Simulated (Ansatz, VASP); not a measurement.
This is a calculation of ZnS (Wurtzite-2H) for Ansatz 0.2.0. 

The input input.yaml:

```yaml
crystal:
  lattice:
    - [3.811, 0.0, 0.0]
    - [-1.9055, 3.3004228138, 0.0]
    - [0.0, 0.0, 6.234]
  atoms:
    - { symbol: Zn, position: [0.6666666667, 0.3333333333, 0.5] }
    - { symbol: Zn, position: [0.3333333333, 0.6666666667, 0.0] }
    - { symbol: S, position: [0.6666666667, 0.3333333333, 0.885] }
    - { symbol: S, position: [0.3333333333, 0.6666666667, 0.385] }
hamiltonian:
  xc: pbe
  pseudopotentials: { kind: paw }
  dispersion: d3bj
kpoints:
  mp_grid: { grid: [8, 8, 5] }
scf:
  occupations: { method: fermi_dirac, width: 0.05 }
output:
  forces: true
  stress: true
relax:
  f_tol: 0.01
  max_steps: 40
  cell: { stress_tol: 0.05 }
```

Potentials or basis: Ansatz PAW.

Command:

```bash
$ ansatz run input.yaml --threads 2 --pin off --max-ram 5632MiB --backend cpu --events-out ev --progress --plain --runs-dir out
```

Problem. Translate it to VASP 6.6.1. Potentials or basis there: PBE PAW files S, Zn, 600 eV.

Solution. As run (cutoffs and basis follow the program's own potentials, and thresholds, step limits or extra output files can differ):

File INCAR:

```
  ALGO = Normal
  EDIFF = 1E-6
  EDIFFG = -0.01
  ENCUT = 600
  GGA = PE
  IBRION = 2
  ISIF = 3
  ISMEAR = -1
  IVDW = 12
  LASPH = True
  LCHARG = False
  LREAL = False
  LWAVE = False
  NELM = 60
  NSW = 60
  PREC = Accurate
  SIGMA = 0.05
```

Contents of KPOINTS:

```
k-points
0
Gamma
  8 8 5
```

File POSCAR:

```
ZnS
1.0
    3.8110000000      0.0000000000      0.0000000000
   -1.9055000000      3.3004228138      0.0000000000
    0.0000000000      0.0000000000      6.2340000000
Zn S
2 2
Direct
    0.6666666667      0.3333333333      0.5000000000
    0.3333333333      0.6666666667      0.0000000000
    0.6666666667      0.3333333333      0.8850000000
    0.3333333333      0.6666666667      0.3850000000
```

Potentials or basis: VASP PAW PBE potentials, release 64 (Zn, S).

Command:

```console
$ cat potpaw_PBE.64/Zn/POTCAR potpaw_PBE.64/S/POTCAR > POTCAR
$ mpirun -np 1 vasp_std > vasp.out
```

Both were run:

|  | Ansatz | VASP |
| --- | --- | --- |
| Relaxed volume | 19.43 Å³/atom | 19.49 Å³/atom |
| Relaxed cell | a = 3.794 Å, b = 3.794 Å, c = 6.235 Å, α = 90.00°, β = 90.00°, γ = 120.00° | a = 3.798 Å, b = 3.798 Å, c = 6.240 Å, α = 90.00°, β = 90.00°, γ = 120.00° |
| Space group after relaxing | P6_3mc (No. 186) | P6_3mc (No. 186) |
| Pressure after relaxing | 0.0 GPa | 0.0 GPa |

Ansatz's pressure holds a Pulay term of +0.07 GPa for its cutoff of 420 eV, which the other run lacks.

Where Ansatz's input types no cutoff or centring, it takes its own default and a Γ-centred mesh.

Pressure is positive in compression.
